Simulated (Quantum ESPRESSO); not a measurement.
## HgTe (Coloradoite) in Quantum ESPRESSO: the effect of functional

Crystal: HgTe (Coloradoite).

```
Hg Te
1.0
     0.00000    3.21450    3.21450
     3.21450    0.00000    3.21450
     3.21450    3.21450    0.00000
Hg Te
1 1
Direct
  0.00000 0.00000 0.00000
  0.75000 0.75000 0.75000
```

Alike in all runs:

```yaml
Program: Quantum ESPRESSO 7.5
Task: phonons
Cutoff: 612 eV
Density_cutoff: 4898 eV
k_mesh: 5 × 5 × 5
Occupations: cold, width 0.2 eV
Spin: no spin polarisation
```

Each run relaxes the cell or the atoms first.

```tsv
functional	potentials or basis	relaxed volume (Å³/atom)	highest phonon frequency (cm⁻¹)
LDA	GBRV 1.5 LDA	33.73	117
PBE	GBRV 1.5 PBE	?	?
PBEsol	GBRV 1.5 PBEsol	34.86	110
AM05	GBRV 1.5 PBE	35.36	105
RPBE	GBRV 1.5 PBE	38.84	85
revPBE	GBRV 1.5 PBE	38.36	88
vdW-DF-cx	GBRV 1.5 PBE	35.29	108
```

**Question.** What does the run with functional PBE give?

**Answer.** Relaxed volume 37.12 Å³/atom; highest phonon frequency 96 cm⁻¹.

Caveats: the mesh is thin for the phonons of a metal; the potentials were made for another functional, which shifts forces and pressure (some runs); the volume moved by over 15 % at a fixed basis, so the end points are rough (some runs).
